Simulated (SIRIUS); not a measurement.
# ZnSe (Stilleite) under changes of volume

One of the cells (23.212 Å³/atom); the others are scaled copies at fixed shape and fractional positions:

```xyz
2
Lattice="0.0000 2.8526 2.8526 2.8526 0.0000 2.8526 2.8526 2.8526 0.0000" Properties=species:S:1:pos:R:3 pbc="T T T"
Se    4.2789    4.2789    4.2789
Zn    0.0000    0.0000    0.0000
```

| Quantity | Value |
| --- | --- |
| Program | SIRIUS 7.12.0 |
| Functional | PBEsol |
| Potentials or basis | all-electron FP-LAPW |
| Cutoff | 193 eV |
| Basis | apw+lo standard |
| k mesh | 8 × 8 × 8 |
| Occupations | fermi-dirac, width 0.05 eV |
| Spin | no spin polarisation |

| volume (Å³/atom) | energy over the lowest point (meV/atom) | gap on the mesh (eV) |
| --- | --- | --- |
| 21.391 | 8.67 | 1.41 |
| 21.846 | 2.25 | 1.33 |
| 22.301 | 0.00 | 1.25 |
| 23.212 | 6.44 | 1.09 |
| 23.667 | 14.50 | 1.01 |
| 24.122 | ? | ? |

Q: What does the run at 24.122 Å³/atom give?

A: Energy over the lowest point 25.22 meV/atom; gap on the mesh 0.94 eV.

Worked out: A Birch-Murnaghan fit of order 3 (a polynomial in V^(-2/3)) to the other rows has its minimum at 22.34 Å³/atom with B0 = V·E''(V) = 65 GPa and B' = 3.7. It gives 25.39 meV/atom at 24.122 Å³/atom, against the run's 25.22. A straight line through the other rows of the gap, of slope -3.96 eV per unit of ln V (its deformation potential), extrapolates to 0.94 eV, against the run's 0.94.

Energies are extrapolated to zero smearing.

Spin-orbit coupling on Se is left out.
